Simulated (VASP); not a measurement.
## Te: relaxation of cell and atoms with PBEsol

Crystal: Te.

```xyz
3
Lattice="4.4540 0.0000 0.0000 -2.2270 3.8573 0.0000 0.0000 0.0000 5.9240" Properties=species:S:1:pos:R:3 pbc="T T T"
Te    1.1981    0.0000    1.9747
Te   -0.5991    1.0376    3.9493
Te    1.6279    2.8197    0.0000
```

| Property | Result |
| --- | --- |
| Program | VASP 6.6.1 |
| Task | relaxation of cell and atoms |
| Functional | PBEsol |
| Potentials or basis | VASP PAW PBE potentials, release 64 (Te) |
| Cutoff | 400 eV |
| k mesh | 9 × 9 × 6 |
| Occupations | gaussian, width 0.03 eV |
| Spin | no spin polarisation |
| Target pressure | 4 GPa |
| Pressure (GPa) | 4 |
| Further INCAR settings | ALGO = Fast; EDIFF = 1e-06; IBRION = 2; EDIFFG = -0.003; NSW = 40; ISIF = 3 |
| Target pressure | 4 GPa |

| Property | Result |
| --- | --- |
| Relaxed volume | 29.32 Å³/atom |
| Relaxed cell | a = 4.126 Å, b = 4.126 Å, c = 5.965 Å, α = 90.00°, β = 90.00°, γ = 120.00° |
| Space group after relaxing (to 0.05 Å) | P3_121 (No. 152) |
| Energy change on relaxing (the enthalpy is what falls) | +19.1 meV/atom |
| Ionic steps | 16 |
| Pressure after relaxing | 4.0 GPa |
| Band gap on the k mesh | none (metal or under the smearing width) |

Step by step:
| step | energy change (eV) | largest force (eV/Å) | pressure (GPa) | volume (Å³) |
| --- | --- | --- | --- | --- |
| 1 | 0.0000 | 0.1290 | -0.88 | 101.78 |
| 2 | 0.3067 | 1.0432 | 9.34 | 87.29 |
| 3 | 0.0707 | 0.6160 | 4.10 | 93.25 |
| 4 | 0.0515 | 0.4589 | 4.21 | 91.48 |
| 5 | 0.1057 | 0.1247 | 5.56 | 86.42 |
| 6 | 0.0161 | 0.0920 | 1.35 | 90.86 |
| 7 | 0.0593 | 0.0370 | 3.99 | 87.94 |
| 8 | 0.0600 | 0.0388 | 4.00 | 87.91 |
| 9 | 0.0577 | 0.0284 | 4.00 | 87.97 |
| 10 | 0.0550 | 0.0132 | 3.99 | 88.06 |
| 11 | 0.0549 | 0.0127 | 4.00 | 88.06 |
| 12 | 0.0552 | 0.0073 | 3.96 | 88.05 |
| 13 | 0.0557 | 0.0008 | 3.94 | 88.03 |
| 14 | 0.0581 | 0.0003 | 4.01 | 87.93 |
| 15 | 0.0577 | 0.0000 | 4.02 | 87.94 |
| 16 | 0.0572 | 0.0000 | 3.99 | 87.96 |

Final structure:
```
CELL_PARAMETERS angstrom
4.12642 0.00000 0.00000
-2.06321 3.57358 0.00000
0.00000 0.00000 5.96521
ATOMIC_POSITIONS crystal
Te 0.29920 0.00000 0.33333
Te 0.00000 0.29920 0.66667
Te 0.70080 0.70080 0.00000
```

Levels at points of the mesh, in eV from the Fermi level:
```
           k point  band 7  band 8  band 9  band 10  band 11  band 12
(0.00, 0.00, 0.00)   -1.79   -1.79   -1.35     1.19     1.19     2.04
(0.00, 0.00, 0.50)   -1.03   -0.57   -0.57     0.14     0.46     0.46
```

Run time: 3.1 min on 1 thread of Intel(R) Xeon(R) 6975P-C (Granite Rapids), on a shared host, peak memory 0.22 GiB.

Caveat: the cell is relaxed towards a set pressure, so the enthalpy falls and the energy may rise; the PAW data sets were made with another functional, which shifts forces and pressure a little. Spin-orbit coupling is left out, which matters for the levels of Te.
